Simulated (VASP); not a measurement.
A run of VASP 6.6.1 is set up as follows.

The input INCAR:

```
PREC = Accurate
ENCUT = 520
EDIFF = 1E-7
ISMEAR = -1
SIGMA = 0.02
LREAL = False
LASPH = True
NELM = 100
ALGO = Normal
ISIF = 2
LWAVE = False
LCHARG = False
GGA = PS
LEFG = True
```

File KPOINTS:

```
Automatic mesh
0
Gamma
  10 10 4
```

File POSCAR:

```
BN
1.0
    2.4982400000      0.0000000000      0.0000000000
   -1.2491200000      2.1635393048      0.0000000000
    0.0000000000      0.0000000000      6.6357000000
B N
2 2
Direct
    0.3333333333      0.6666666667      0.2500000000
    0.6666666667      0.3333333333      0.7500000000
    0.3333333333      0.6666666667      0.7500000000
    0.6666666667      0.3333333333      0.2500000000
```

Potentials or basis: VASP PAW PBE potentials, release 64 (B, N).

The run is started by

```sh
$ cat potpaw_PBE.64/B/POTCAR potpaw_PBE.64/N/POTCAR > POTCAR
$ mpirun -np 1 vasp_std > vasp.out
```

What does it give for the band gap on the k mesh?

4.13 eV, indirect (least direct gap 4.61 eV).

Estimate the pressure.

2.5 GPa.

Stress tensor (GPa, compression positive):
```
3.29 0.00 0.00
0.00 3.29 0.00
0.00 0.00 0.79
```

Caveat: the PAW data sets were made with another functional, which shifts forces and pressure a little; this functional lacks dispersion, which binds the layers, so the pressure and a relaxed spacing across them are unreliable. A k mesh can miss the band edges.
